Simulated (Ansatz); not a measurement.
## Mn: from a first guess to the relaxed diamond type

First guess:

```xyz
2
Lattice="0.0000 2.7573 2.7573 2.7573 0.0000 2.7573 2.7573 2.7573 0.0000" Properties=species:S:1:pos:R:3 pbc="T T T"
Mn    0.0000    0.0000    0.0000
Mn    1.3787    1.3787    1.3787
```

Computed with DFT, PBE, PAW with Ansatz's default frozen-core files, scalar-relativistic in Ansatz 0.2.0.

Cell and atoms relax within the symmetry of the start on a 13×13×13 k mesh with 0.05 eV Fermi–Dirac smearing, from parallel moments.

The start is built from a prototype, known or not as a phase of this compound; the cutoff is 420 eV.

The magnetic state is the one reached from parallel moments; other orders may lie lower.

(1) What is the pressure of the first guess?

(2) What does it relax to?

(3) How much energy does the relaxation release?

(4) What moment does the relaxed primitive cell (2 atoms) carry?

Results:

(1) -23.5 GPa.

(2) a = 4.951 Å, b = 4.951 Å, c = 4.951 Å, α = 90.00°, β = 90.00°, γ = 90.00° (conventional cell), 15.17 Å³ per atom:
Space group Fd-3m:1 (No. 227). a = 4.951 Å, b = 4.951 Å, c = 4.951 Å, α = 90.00°, β = 90.00°, γ = 90.00°
```tsv
atom	site	symmetry	x	y	z
Mn	8b	-43m	0.0000	0.0000	0.5000
```

(3) 566 meV/atom.

(4) 0.00 μB.
